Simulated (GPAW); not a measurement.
## GaN in GPAW: the effect of dispersion

GaN:

```
Ga N
1.0
     0.00000    2.25350    2.25350
     2.25350    0.00000    2.25350
     2.25350    2.25350    0.00000
Ga N
1 1
Direct
  0.00000 0.00000 0.00000
  0.25000 0.25000 0.25000
```

The cell is a database's computed one.

Alike in all runs:

- Program: GPAW 26.7.0
- Task: relaxation of cell and atoms
- Functional: PBEsol
- Potentials or basis: PAW data sets generated in the run's folder for this functional
- Cutoff: 800 eV
- Basis: pw
- k mesh: 10 × 10 × 10
- Occupations: fermi-dirac, width 0.05 eV
- Spin: no spin polarisation

Each run relaxes the cell or the atoms first.

```csv
dispersion,gap on the mesh (eV),relaxed volume (Å³/atom)
none,?,?
D3,1.67,11.66
D3(BJ),1.68,11.63
D3(BJ)-ATM,1.67,11.66
D4,1.69,11.63
```

**Question.** What does the run with dispersion none give?

**Answer.** gap on the mesh 1.59 eV; relaxed volume 11.79 Å³/atom.

Caveats: the data sets keep Ga 3d, Li 1s and Be 1s frozen, and some such compounds lay over 1.5 % in volume off other programs; later steps reuse the first step's grids.

